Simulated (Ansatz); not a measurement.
## A vibration from a frozen displacement in WC

Theory: Ansatz, DFT PBE, scalar-relativistic, plane waves, PAW. Settings: plane waves to 420 eV, k-mesh 18×18×16 (Γ-centred), Gaussian smearing 0.15 eV. Spin–orbit coupling is left out, which matters for the heavy elements here. No spin polarisation. Energies are free energies at this smearing, counted from the undisturbed cell; pressure is positive in compression.

The undisturbed cell (as given, not relaxed at this level; it stands at 8.5 GPa):

```
W C
1.0
     2.90050    0.00000    0.00000
    -1.45025    2.51191    0.00000
     0.00000    0.00000    2.82900
W C
1 1
Cartesian
  2.9005 0.0000 0.0000
  1.4503 0.8373 1.4145
```

Every C atom is moved by x along the Cartesian unit vector (-0.662, -0.382, -0.645); the cell and all other atoms stay fixed. The cell's volume is 20.61 Å³; the moved atoms weigh 12.011 u together and the others 183.840 u.

```csv
x (Å),ΔE (meV/cell),total force on the moved atoms along the move (eV/Å),pressure (GPa)
-0.2000,304.49,3.0550,15.6742
-0.1500,171.12,2.2819,12.5568
-0.1000,76.12,1.5192,10.2941
-0.0500,19.10,0.7618,8.9176
0.0000,0.00,0.0000,8.4542
0.0500,19.52,-0.7871,8.9235
0.1000,79.56,-1.6246,10.3532
0.1500,183.15,-2.5321,12.7976
0.1750,252.49,-3.0185,14.4208
0.2000,334.31,-3.5321,16.3215
```

Problem. What frequency belongs to this motion?

Solution. The force constant is k = −dF/dx = 15.489 eV/Å², from the parabola through x = -0.0500, 0 and 0.0500. In every cell the moved atoms swing against the rest, so the mass is μ = m₁m₂/(m₁ + m₂) = 11.274 u, and ν̃ = 521.5 cm⁻¹ × √(|k|/μ) = 611 cm⁻¹, at this cell's pressure of 8.5 GPa. The pattern needn't be a normal mode: ν̃² is then a weighted mean of the squared nonzero frequencies at the zone centre of this cell, so it lies between the lowest and the highest of them.

Problem. How far does the harmonic law reach?

Solution. At x = -0.200 Å, kx²/2 = 309.79 meV against the computed 304.49 meV (-1.7 %): the well is still close to harmonic there.

In a metal these slopes depend on the k mesh and the smearing.